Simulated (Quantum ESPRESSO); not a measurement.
SnTe under changes of volume

One of the cells (31.281 Å³/atom); the others are scaled copies at fixed shape and fractional positions:

```
Te Sn
1.0
     0.00000    3.15085    3.15085
     3.15085    0.00000    3.15085
     3.15085    3.15085    0.00000
Te Sn
1 1
Direct
  0.50000 0.50000 0.50000
  0.00000 0.00000 0.00000
```

```yaml
Program: Quantum ESPRESSO 7.5
Functional: HLE16
Potentials_or_basis: PseudoDojo 0.4.1 SR PBE standard
Cutoff: 1088 eV
Density_cutoff: 4354 eV
k_mesh: 7 × 7 × 7
Occupations: fermi-dirac, width 0.05 eV
Spin: no spin polarisation
```

| volume (Å³/atom) | energy over the lowest point (meV/atom) | pressure (GPa) |
| --- | --- | --- |
| 29.404 | 0.00 | -2.9 |
| 30.030 | 12.60 | -3.6 |
| 30.656 | 27.83 | -4.2 |
| 31.281 | 45.38 | -4.8 |
| 31.907 | 64.98 | -5.3 |
| 32.532 | 86.34 | -5.7 |
| 33.158 | ? | ? |

What does the run at 33.158 Å³/atom give?

Energy over the lowest point 109.27 meV/atom; pressure -6.1 GPa.

Worked out: A Birch-Murnaghan fit of order 3 (a polynomial in V^(-2/3)) to the other rows has no minimum within the range. It gives 109.30 meV/atom at 33.158 Å³/atom, against the run's 109.27, and -dE/dV = -6.1 GPa, against -6.1.

Energies are extrapolated to zero smearing.

Caveats: the potentials were made for another functional, which shifts forces and pressure; the potentials were made for a functional far from this one.
